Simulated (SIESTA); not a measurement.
NbAs:

```
Nb As
1.0
    -1.72585    1.72585    5.84000
     1.72585   -1.72585    5.84000
     1.72585    1.72585   -5.84000
Nb As
2 2
Direct
  0.50000 0.00000 0.50000
  0.75000 0.75000 0.00000
  0.91600 0.41600 0.50000
  0.16600 0.16600 0.00000
```

Base run:

```yaml
Program: SIESTA 5.4.2
Functional: PBE
Potentials_or_basis: PseudoDojo 0.4 standard (PBE files)
Basis: DZP (energy shift 0.003 Ry; two zetas on semicore shells)
Grid_cutoff: 800 Ry
Energy_shift: 0.003 Ry
k_mesh: 8 × 8 × 8
Occupations: fermi-dirac, width 0.05 eV
Spin: no spin polarisation
```

Its results: band gap on the k mesh none (metal or under the smearing width); pressure 6.1 GPa; largest force 0.344 eV/Å.

The run is repeated on the same cell with these changes: potentials or basis from PseudoDojo 0.4 standard (PBE files) to PseudoDojo 0.4 stringent (PBE files); valence electrons from 56 to 72. What comes out?

Band gap on the k mesh none (metal or under the smearing width); pressure 4.3 GPa; largest force 0.296 eV/Å.

Caveats: the basis of atomic orbitals isn't converged, which shifts pressures, moduli and gaps; short orbitals over semicore shells can move pressures by several GPa (some runs); the valence orbitals were made in a potential fitted to the semicore shell under them, which widens gaps by tenths of an eV or more (some runs).
